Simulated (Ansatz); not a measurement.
KF (NiAs type), relaxed with r2SCAN: 4 runs in the PAW code Ansatz, each a calculation of independent-particle optics. It is hexagonal, P6_3/mmc (No. 194); conventional cell a = 3.660 Å, c = 6.479 Å, 18.79 Å³ an atom. Around K lie 6 F at 2.66 Å; around F lie 6 K at 2.66 Å. The structure was generated, not taken from experiment, and needn't be the ground state; spin polarisation is off.

```xyz
4
Lattice="3.6599 0.0000 0.0000 -1.8300 3.1696 0.0000 0.0000 0.0000 6.4788" Properties=species:S:1:pos:R:3 pbc="T T T"
K     0.0000    0.0000    0.0000
K     0.0000    0.0000    3.2394
F     0.0000    2.1131    1.6197
F     1.8300    1.0565    4.8591
```

On meshes this coarse, single peaks can be features of the mesh. No local fields, no excitons; the zone sum runs over the cells of the mesh, and ε∞ includes the bands left out of the spectrum. Up to four peaks are listed, those above 15 % of the tallest and inside the complete range; the four can differ from row to row. Rows marked drawn have settings drawn at random (some not listed).

```tsv
functional	k mesh	broadening (eV)	scissors (eV)	range (eV)	settings	direct gap on the mesh before scissors (eV)	ε∞ xx	ε∞ yy	ε∞ zz	complete up to (eV)	tallest peaks of mean ε₂ (eV)
PBE	6×6×4	0.1	0.00	0–22	chosen	6.20	2.11	2.11	2.14	22.0	18.70 19.45 20.65 21.60
r2SCAN	6×6×4	0.1	0.00	0–22	chosen	6.87	2.02	2.02	2.04	22.0	9.70 19.45 20.35 21.60
PBE	6×6×4	0.1	2.00 (to HSE06)	0–22	chosen	6.20	1.98	1.98	2.00	22.0	11.10 12.80 20.70 21.45
PBE	6×6×2	0.15	0.00	2–15	drawn	6.20	2.11	2.11	2.14	15.0	9.10 10.80 11.90 13.60
```
